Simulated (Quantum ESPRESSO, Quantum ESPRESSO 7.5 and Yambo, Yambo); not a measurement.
# A GW chain in Yambo: AlN (F-43m)

How does a plane-wave GW calculation on AlN (F-43m) run from the first input to the gap?

Main program and level: Quantum ESPRESSO 7.5 and Yambo 5.3.0; PBE and many-body steps on it, plane waves.

### 1. Set-up

The structure is cubic, space group F-43m (No. 216). The conventional cell has a = 4.368 Å, b = 4.368 Å, c = 4.368 Å, α = 90.00°, β = 90.00°, γ = 90.00°. Nearest to Al lie 4 N at 1.89 Å. Nearest to N lie 4 Al at 1.89 Å. Farther neighbours and most contacts between anions are not listed.

Structure file:

```cif
data_structure
_symmetry_space_group_name_H-M 'F-43m'
_symmetry_Int_Tables_number 216
_cell_length_a 4.3680
_cell_length_b 4.3680
_cell_length_c 4.3680
_cell_angle_alpha 90.000
_cell_angle_beta 90.000
_cell_angle_gamma 90.000
_cell_volume 83.34
loop_
_atom_site_label
_atom_site_type_symbol
_atom_site_symmetry_multiplicity
_atom_site_Wyckoff_symbol
_atom_site_fract_x
_atom_site_fract_y
_atom_site_fract_z
_atom_site_occupancy
Al1 Al 4 a 0.00000 0.00000 0.00000 1
N1 N 4 c 0.25000 0.25000 0.25000 1
```

The cell and positions are those that the Materials Project relaxed with its own functionals (PBE, PBE+U or r2SCAN), kept fixed. This is not the form that AlN usually takes at ambient conditions.

### 2. Ground state

This step: Quantum ESPRESSO 7.5; DFT, PBE, plane waves, norm-conserving pseudopotentials.

The ground-state density comes first.

pw.in

```
&control
  calculation = 'scf'
  prefix = 'x'
  outdir = 'o'
  pseudo_dir = 'pseudo'
/
&system
  ibrav = 0
  nat = 2
  ntyp = 2
  ecutwfc = 72.0
  nbnd = 9
  force_symmorphic = .true.
/
&electrons
  conv_thr = 1e-10
  electron_maxstep = 80
  mixing_beta = 0.5
/
ATOMIC_SPECIES
  Al 26.982 Al.upf
  N 14.007 N.upf
CELL_PARAMETERS angstrom
  -0.0000000000 2.1839935596 2.1839935596
  2.1839935596 -0.0000000000 2.1839935596
  2.1839935596 2.1839935596 -0.0000000000
ATOMIC_POSITIONS crystal
  Al 0.0000000000 0.0000000000 0.0000000000
  N 0.7500000000 0.7500000000 0.7500000000
K_POINTS automatic
  8 8 8 0 0 0
```

Started as:

```console
OMP_NUM_THREADS=1 mpirun -n 8 pw.x -nk 8 -in pw.in > pw.out
```

The program printed:

```text
Program PWSCF v.7.5 starts

     This program is part of the open-source Quantum ESPRESSO suite
     for quantum simulation of materials; please cite
         "P. Giannozzi et al., J. Phys.:Condens. Matter 21 395502 (2009);
         "P. Giannozzi et al., J. Phys.:Condens. Matter 29 465901 (2017);
         "P. Giannozzi et al., J. Chem. Phys. 152 154105 (2020);
     in publications or presentations arising from this work. More details at
     Message from routine setup:
     using ibrav=0 with symmetry is DISCOURAGED, use correct ibrav instead

     G-vector sticks info

     bravais-lattice index     =            0
     lattice parameter (alat)  =       5.8367  a.u.
     unit-cell volume          =     140.5985 (a.u.)^3
     number of atoms/cell      =            2
     number of atomic types    =            2
     number of electrons       =         8.00
     number of Kohn-Sham states=            9
     kinetic-energy cutoff     =      72.0000  Ry
     charge density cutoff     =     288.0000  Ry
     scf convergence threshold =      1.0E-10
     mixing beta               =       0.5000
     number of iterations used =            8  plain     mixing
     Exchange-correlation= PBE
                           (   1   4   3   4   0   0   0)

     celldm(1)=   5.836671  celldm(2)=   0.000000  celldm(3)=   0.000000
     celldm(4)=   0.000000  celldm(5)=   0.000000  celldm(6)=   0.000000

     crystal axes: (cart. coord. in units of alat)
               a(1) = (  -0.000000   0.707107   0.707107 )
               a(2) = (   0.707107  -0.000000   0.707107 )
               a(3) = (   0.707107   0.707107  -0.000000 )

     reciprocal axes: (cart. coord. in units 2 pi/alat)
               b(1) = ( -0.707107  0.707107  0.707107 )
               b(2) = (  0.707107 -0.707107  0.707107 )
               b(3) = (  0.707107  0.707107 -0.707107 )
     Pseudo is Norm-conserving + core correction, Zval =  3.0
     Generated using ONCVPSP code by D. R. Hamann
     Using radial grid of 1876 points,  6 beta functions with:
     Pseudo is Norm-conserving + core correction, Zval =  5.0
     Generated using ONCVPSP code by D. R. Hamann
     Using radial grid of 1058 points,  4 beta functions with:
     Al                3.00    26.98200     Al( 1.00)
     N                 5.00    14.00700     N ( 1.00)

     24 Sym. Ops. (no inversion) found

   Cartesian axes

     site n.     atom                  positions (alat units)
         1        Al     tau(   1) = (   0.0000000   0.0000000   0.0000000  )
         2        N      tau(   2) = (   1.0606602   1.0606602   1.0606602  )

     number of k points=    29
                       cart. coord. in units 2pi/alat
        k(    1) = (   0.0000000   0.0000000   0.0000000), wk =   0.0039062
        k(    2) = (   0.0883883   0.0883883  -0.0883883), wk =   0.0312500
        k(    3) = (   0.1767767   0.1767767  -0.1767767), wk =   0.0312500
        k(    4) = (   0.2651650   0.2651650  -0.2651650), wk =   0.0312500
        k(    5) = (  -0.3535534  -0.3535534   0.3535534), wk =   0.0156250
        k(    6) = (   0.1767767   0.0000000   0.0000000), wk =   0.0234375
        k(    7) = (   0.2651650   0.0883883  -0.0883883), wk =   0.0937500
        k(    8) = (   0.3535534   0.1767767  -0.1767767), wk =   0.0937500
        k(    9) = (  -0.2651650  -0.4419417   0.4419417), wk =   0.0937500
        k(   10) = (  -0.1767767  -0.3535534   0.3535534), wk =   0.0937500
     [... 17 further rows ...]
        k(   28) = (  -0.7071068   0.1767767  -0.0000000), wk =   0.0468750
        k(   29) = (  -0.7071068   0.3535534   0.0000000), wk =   0.0234375

     Dense  grid:    11575 G-vectors     FFT dimensions: (  32,  32,  32)

     Initial potential from superposition of free atoms

     starting charge       7.9975, renormalised to       8.0000
     Starting wfcs are    8 randomized atomic wfcs +    1 random wfcs

     per-process dynamical memory:    11.6 Mb

     Self-consistent Calculation

     iteration #  1     ecut=    72.00 Ry     beta= 0.50

     total energy              =     -25.41046356 Ry
     estimated scf accuracy    <       0.59622317 Ry

     iteration #  2     ecut=    72.00 Ry     beta= 0.50

     total energy              =     -25.57268590 Ry
     estimated scf accuracy    <       0.07135400 Ry

     iteration #  3     ecut=    72.00 Ry     beta= 0.50

     total energy              =     -25.58431093 Ry
     estimated scf accuracy    <       0.00446948 Ry

     iteration #  4     ecut=    72.00 Ry     beta= 0.50

     total energy              =     -25.58486038 Ry
     estimated scf accuracy    <       0.00103034 Ry

     iteration #  5     ecut=    72.00 Ry     beta= 0.50

     total energy              =     -25.58488936 Ry
     estimated scf accuracy    <       0.00009426 Ry

     iteration #  6     ecut=    72.00 Ry     beta= 0.50

     total energy              =     -25.58492155 Ry
     estimated scf accuracy    <       0.00003751 Ry

     iteration #  7     ecut=    72.00 Ry     beta= 0.50

     total energy              =     -25.58492377 Ry
     estimated scf accuracy    <       0.00000321 Ry

     iteration #  8     ecut=    72.00 Ry     beta= 0.50

     total energy              =     -25.58492416 Ry
     estimated scf accuracy    <       0.00000019 Ry

     iteration #  9     ecut=    72.00 Ry     beta= 0.50

     total energy              =     -25.58492420 Ry
     estimated scf accuracy    <       0.00000002 Ry

     iteration # 10     ecut=    72.00 Ry     beta= 0.50

     total energy              =     -25.58492420 Ry
     estimated scf accuracy    <          6.0E-09 Ry

     iteration # 11     ecut=    72.00 Ry     beta= 0.50

     total energy              =     -25.58492420 Ry
     estimated scf accuracy    <          2.2E-09 Ry

     iteration # 12     ecut=    72.00 Ry     beta= 0.50

     End of self-consistent calculation

          k = 0.0000 0.0000 0.0000 (  1459 PWs)   bands (ev):

    -8.0105   6.9566   6.9566   6.9566  11.1487  19.5460  19.5460  19.5460
    24.7019

          k = 0.0884 0.0884-0.0884 (  1438 PWs)   bands (ev):

    -7.7834   5.7786   6.8782   6.8782  12.0884  18.9662  19.7142  19.7142
    23.1487

          k = 0.1768 0.1768-0.1768 (  1447 PWs)   bands (ev):

    -7.1599   3.6989   6.7011   6.7011  13.4084  17.9339  19.3059  19.3059
    23.2695

          k = 0.2652 0.2652-0.2652 (  1441 PWs)   bands (ev):

     [... further k-points ...]

     highest occupied, lowest unoccupied level (ev):     6.9566   10.2814

!    total energy              =     -25.58492420 Ry
     estimated scf accuracy    <          5.2E-11 Ry

     The total energy is the sum of the following terms:
     one-electron contribution =      -0.92916136 Ry
     hartree contribution      =       5.64189831 Ry
     xc contribution           =      -8.49770195 Ry
     ewald contribution        =     -21.79995921 Ry

     convergence has been achieved in  12 iterations

     XML data file, charge density, pseudopotentials, collected wavefunctions

=------------------------------------------------------------------------------=
   JOB DONE.
=------------------------------------------------------------------------------=
```

Wall time 1.6 s (8 MPI ranks of Arm Neoverse V2, shared host); peak memory 0.05 GiB; 12 s of CPU time.

Numbers from this step:

* total energy: -348.1006 eV
* gap: 3.325 eV
* k of the valence top: 0, 0, 0
* k of the conduction bottom: 0, -0.5, -0.5
* least direct gap: 4.192 eV

The gap is indirect, with the least direct gap 0.87 eV higher.

### 3. Bands along the symmetry lines

The cheap functional maps the bands first; the places of the edges decide which points the dearer methods must see.

pw.in

```
&control
  calculation = 'bands'
  prefix = 'x'
  outdir = 'o'
  pseudo_dir = 'pseudo'
/
&system
  ibrav = 0
  nat = 2
  ntyp = 2
  ecutwfc = 72.0
  nbnd = 10
  force_symmorphic = .true.
/
&electrons
  conv_thr = 1e-9
  electron_maxstep = 80
  diago_full_acc = .true.
  diago_thr_init = 5e-6
/
ATOMIC_SPECIES
  Al 26.982 Al.upf
  N 14.007 N.upf
CELL_PARAMETERS angstrom
  -0.0000000000 2.1839935596 2.1839935596
  2.1839935596 -0.0000000000 2.1839935596
  2.1839935596 2.1839935596 -0.0000000000
ATOMIC_POSITIONS crystal
  Al 0.0000000000 0.0000000000 0.0000000000
  N 0.7500000000 0.7500000000 0.7500000000
K_POINTS crystal
  50
  0.00000000 0.00000000 0.00000000 1
  -0.06250000 -0.06250000 0.00000000 1
  -0.12500000 -0.12500000 0.00000000 1
  -0.18750000 -0.18750000 0.00000000 1
  -0.25000000 -0.25000000 0.00000000 1
  -0.31250000 -0.31250000 0.00000000 1
  -0.37500000 -0.37500000 0.00000000 1
  -0.43750000 -0.43750000 0.00000000 1
  -0.50000000 -0.50000000 0.00000000 1
  -0.48437500 -0.48437500 0.03125000 1
  -0.46875000 -0.46875000 0.06250000 1
  -0.45312500 -0.45312500 0.09375000 1
  -0.43750000 -0.43750000 0.12500000 1
  -0.42187500 -0.42187500 0.15625000 1
  -0.40625000 -0.40625000 0.18750000 1
  -0.39062500 -0.39062500 0.21875000 1
  -0.37500000 -0.37500000 0.25000000 1
  -0.37500000 0.00000000 0.37500000 1
  -0.32812500 0.00000000 0.32812500 1
  -0.28125000 0.00000000 0.28125000 1
  -0.23437500 0.00000000 0.23437500 1
  -0.18750000 0.00000000 0.18750000 1
  -0.14062500 0.00000000 0.14062500 1
  -0.09375000 0.00000000 0.09375000 1
  -0.04687500 0.00000000 0.04687500 1
  0.00000000 0.00000000 0.00000000 1
  0.00000000 0.00000000 0.06250000 1
  0.00000000 0.00000000 0.12500000 1
  0.00000000 0.00000000 0.18750000 1
  0.00000000 0.00000000 0.25000000 1
  0.00000000 0.00000000 0.31250000 1
  0.00000000 0.00000000 0.37500000 1
  0.00000000 0.00000000 0.43750000 1
  0.00000000 0.00000000 0.50000000 1
  -0.06250000 -0.03125000 0.46875000 1
  -0.12500000 -0.06250000 0.43750000 1
  -0.18750000 -0.09375000 0.40625000 1
  -0.25000000 -0.12500000 0.37500000 1
  -0.31250000 -0.15625000 0.34375000 1
  -0.37500000 -0.18750000 0.31250000 1
  -0.43750000 -0.21875000 0.28125000 1
  -0.50000000 -0.25000000 0.25000000 1
  -0.50000000 -0.28125000 0.21875000 1
  -0.50000000 -0.31250000 0.18750000 1
  -0.50000000 -0.34375000 0.15625000 1
  -0.50000000 -0.37500000 0.12500000 1
  -0.50000000 -0.40625000 0.09375000 1
  -0.50000000 -0.43750000 0.06250000 1
  -0.50000000 -0.46875000 0.03125000 1
  -0.50000000 -0.50000000 0.00000000 1
```

The program printed:

```text
[banner, memory and clock lines left out]
Program PWSCF v.7.5 starts

     Atomic positions and unit cell read from directory:
     o/x.save/

     Message from routine setup:
     using ibrav=0 with symmetry is DISCOURAGED, use correct ibrav instead

     G-vector sticks info

     bravais-lattice index     =            0
     lattice parameter (alat)  =       5.8367  a.u.
     unit-cell volume          =     140.5985 (a.u.)^3
     number of atoms/cell      =            2
     number of atomic types    =            2
     number of electrons       =         8.00
     number of Kohn-Sham states=           10
     kinetic-energy cutoff     =      72.0000  Ry
     charge density cutoff     =     288.0000  Ry
     Exchange-correlation= PBE
                           (   1   4   3   4   0   0   0)

     celldm(1)=   5.836671  celldm(2)=   0.000000  celldm(3)=   0.000000
     celldm(4)=   0.000000  celldm(5)=   0.000000  celldm(6)=   0.000000

     crystal axes: (cart. coord. in units of alat)
               a(1) = (  -0.000000   0.707107   0.707107 )
               a(2) = (   0.707107  -0.000000   0.707107 )
               a(3) = (   0.707107   0.707107  -0.000000 )

     reciprocal axes: (cart. coord. in units 2 pi/alat)
               b(1) = ( -0.707107  0.707107  0.707107 )
               b(2) = (  0.707107 -0.707107  0.707107 )
               b(3) = (  0.707107  0.707107 -0.707107 )
     Pseudo is Norm-conserving + core correction, Zval =  3.0
     Generated using ONCVPSP code by D. R. Hamann
     Using radial grid of 1876 points,  6 beta functions with:
     Pseudo is Norm-conserving + core correction, Zval =  5.0
     Generated using ONCVPSP code by D. R. Hamann
     Using radial grid of 1058 points,  4 beta functions with:
     Al                3.00    26.98200     Al( 1.00)
     N                 5.00    14.00700     N ( 1.00)

     24 Sym. Ops. (no inversion) found

   Cartesian axes

     site n.     atom                  positions (alat units)
         1        Al     tau(   1) = (   0.0000000   0.0000000   0.0000000  )
         2        N      tau(   2) = (   1.0606602   1.0606602   1.0606602  )

     number of k points=    50
                       cart. coord. in units 2pi/alat
        k(    1) = (   0.0000000   0.0000000   0.0000000), wk =   0.0400000
        k(    2) = (   0.0000000   0.0000000  -0.0883883), wk =   0.0400000
        k(    3) = (   0.0000000   0.0000000  -0.1767767), wk =   0.0400000
[...]
[... 38 further rows ...]
        k(   49) = (   0.0441942  -0.0000000  -0.7071068), wk =   0.0400000
        k(   50) = (   0.0000000   0.0000000  -0.7071068), wk =   0.0400000

     Dense  grid:    11575 G-vectors     FFT dimensions: (  32,  32,  32)

     The potential is recalculated from file :
     o/x.save/charge-density

     Starting wfcs are    8 randomized atomic wfcs +    2 random wfcs

     Band Structure Calculation

     End of band structure calculation

          k = 0.0000 0.0000 0.0000 (  1459 PWs)   bands (ev):

    -8.0106   6.9565   6.9565   6.9565  11.1486  19.5460  19.5460  19.5460
    24.7019  24.7020

          k = 0.0000 0.0000-0.0884 (  1443 PWs)   bands (ev):

    -7.9338   6.6069   6.8734   6.8734  11.5309  19.2837  19.6564  19.6564
    22.9885  24.8199

          k = 0.0000 0.0000-0.1768 (  1439 PWs)   bands (ev):

    -7.7082   5.8262   6.6453   6.6453  12.3450  18.6407  19.9667  19.9667
    20.8183  25.1734

          k =-0.0000 0.0000-0.2652 (  1447 PWs)   bands (ev):

[...]
k = 0.0000 0.0000-0.3536 (  1475 PWs)   bands (ev):

[...]
k = 0.0000-0.0000-0.4419 (  1447 PWs)   bands (ev):

[...]
k =-0.0000 0.0000-0.5303 (  1451 PWs)   bands (ev):

[...]
k = 0.0000-0.0000-0.6187 (  1452 PWs)   bands (ev):

[...]
k = 0.5303-0.0000-0.5303 (  1472 PWs)   bands (ev):

[...]
k = 0.0000 0.0000 0.0000 (  1459 PWs)   bands (ev):

[...]
k = 0.1326 0.0000-0.7071 (  1448 PWs)   bands (ev):

[...]
k = 0.0884-0.0000-0.7071 (  1448 PWs)   bands (ev):

[...]
k = 0.0442-0.0000-0.7071 (  1442 PWs)   bands (ev):

    -5.3233   2.0804   5.1361   5.1367  10.3752  15.6803  20.8434  22.5096
    22.6842  30.5374

          k = 0.0000 0.0000-0.7071 (  1428 PWs)   bands (ev):

    -5.3253   2.0589   5.1811   5.1811  10.2814  15.6083  20.8765  22.6540
    22.6540  30.4717

     XML data file, pseudopotentials, collected wavefunctions
```

Wall time 1.2 s (8 MPI ranks); peak memory 0.05 GiB; 8.7 s of CPU time.

This step gave:

| Property | Result |
| --- | --- |
| gap | 3.325 eV |
| k of the valence top | 0, 0, 0 |
| k of the conduction bottom | -0.5, -0.5, 0 |
| least direct gap | 4.192 eV |

The gap is 3.325 eV, as in the run before at this level.

The electronic bands at the labelled points (eV, zero at the top of the highest filled band; v1 is the highest filled band, c1 the lowest empty one):

| point | v4 | v3 | v2 | v1 | c1 | c2 | c3 | c4 |
| --- | --- | --- | --- | --- | --- | --- | --- | --- |
| Γ | -14.97 | 0.00 | 0.00 | 0.00 | 4.19 | 12.59 | 12.59 | 12.59 |
| halfway | -13.84 | -2.88 | -0.98 | -0.98 | 5.96 | 10.29 | 11.51 | 14.02 |
| X | -12.28 | -4.90 | -1.78 | -1.78 | 3.32 | 8.65 | 13.92 | 15.70 |
| halfway | -12.27 | -4.73 | -2.47 | -1.67 | 3.96 | 9.19 | 13.67 | 15.23 |
| U | -12.30 | -4.25 | -3.63 | -1.37 | 5.17 | 10.12 | 13.05 | 14.17 |
| jump to K | -12.30 | -4.25 | -3.63 | -1.37 | 5.17 | 10.12 | 13.05 | 14.17 |
| halfway | -13.74 | -3.54 | -1.50 | -0.20 | 7.34 | 10.30 | 11.41 | 12.58 |
| Γ | -14.97 | 0.00 | 0.00 | 0.00 | 4.19 | 12.59 | 12.59 | 12.59 |
| halfway | -14.12 | -3.26 | -0.26 | -0.26 | 6.45 | 10.98 | 12.35 | 12.35 |
| L | -12.92 | -5.86 | -0.48 | -0.48 | 7.39 | 9.85 | 11.17 | 11.17 |
| halfway | -12.60 | -5.14 | -2.22 | -1.12 | 7.11 | 9.26 | 12.17 | 12.69 |
| W | -12.23 | -3.77 | -3.44 | -2.70 | 6.05 | 11.45 | 11.98 | 12.16 |
| halfway | -12.25 | -4.56 | -2.40 | -2.29 | 4.57 | 9.69 | 13.40 | 13.89 |
| X | -12.28 | -4.90 | -1.78 | -1.78 | 3.32 | 8.65 | 13.92 | 15.70 |

The electronic bands as a text plot (rows in eV, shown from -8.0 to 9.3 only):

```
    9.0 |         ++++++      ++                    +++       +++
    8.2 |                     ++                    +
    7.5 |                   ++  +              +++++ +
    6.8 |                        ++         +++       ++
    6.1 |    +++           +               +            ++++
    5.4 |  ++   ++        +        ++    ++                 +
    4.6 | +              +           +  +                    +
    3.9 |+        +++  ++             ++                      ++
    3.2 |            ++                                         +
    2.5 |
    1.7 |
    1.0 |
    0.3 |*                         ******
   -0.4 | ****              **********  *************
   -1.1 |  ** ****       ***    *****    **         ****
   -1.9 |    *    *******                  *         ** *     ***
   -2.6 |     **       **     ** **                    * *****
   -3.3 |       **       *****  *           *           *****
   -4.0 |         *      ***  **             **         *****
   -4.8 |          ******   **                 *       *     ****
   -5.5 |                                       * *****
   -6.2 |                                        *
   -6.9 |
   -7.6 |
         Γ           X  U|K            Γ         L        W     X
```

[end of part 1 of 3]

[Paths, hosts, dates, memory and timing lines, banners, echoed tables and standing remarks are left out of the program output.]

[Logs are printed without paths, hosts, clocks, repeated set-up lines and the standing remarks that a program may print on its own settings, such as how far it seeks lower states.]

[Runs of the session that timed out or met a known fault of the program may be left out.]

[Hosts, paths, dates, database ids (printed as entryN), source tags and the programs' standing remarks are cut or masked in the printed files.]
